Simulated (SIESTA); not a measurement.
MgO in SIESTA: the effect of pseudo set

MgO:

```xyz
2
Lattice="0.0000 2.0970 2.0970 2.0970 0.0000 2.0970 2.0970 2.0970 0.0000" Properties=species:S:1:pos:R:3 pbc="T T T"
Mg    0.0000    0.0000    0.0000
O     2.0970    2.0970    2.0970
```

The cell is a database's computed one.

Alike in all runs:

- Program: SIESTA 5.4.2
- Task: band structure
- Functional: PBE
- Basis: DZP (energy shift 0.003 Ry; two zetas on semicore shells)
- Grid cutoff: 800 Ry
- Energy shift: 0.003 Ry
- k mesh: 11 × 11 × 11
- Occupations: fermi-dirac, width 0.05 eV
- Spin: no spin polarisation

```csv
pseudo set,pressure (GPa)
PseudoDojo 0.4 standard,10.5
PseudoDojo 0.4 stringent,10.9
PseudoDojo 0.5 standard,10.5
SG15 1.2,11.1
SPMS 1.0,?
Ansatz NC,9.1
```

Problem. What does the run with pseudo set SPMS 1.0 give?

Solution. Pressure 9.7 GPa.

Caveats: the basis of atomic orbitals isn't converged, which shifts pressures, moduli and gaps.
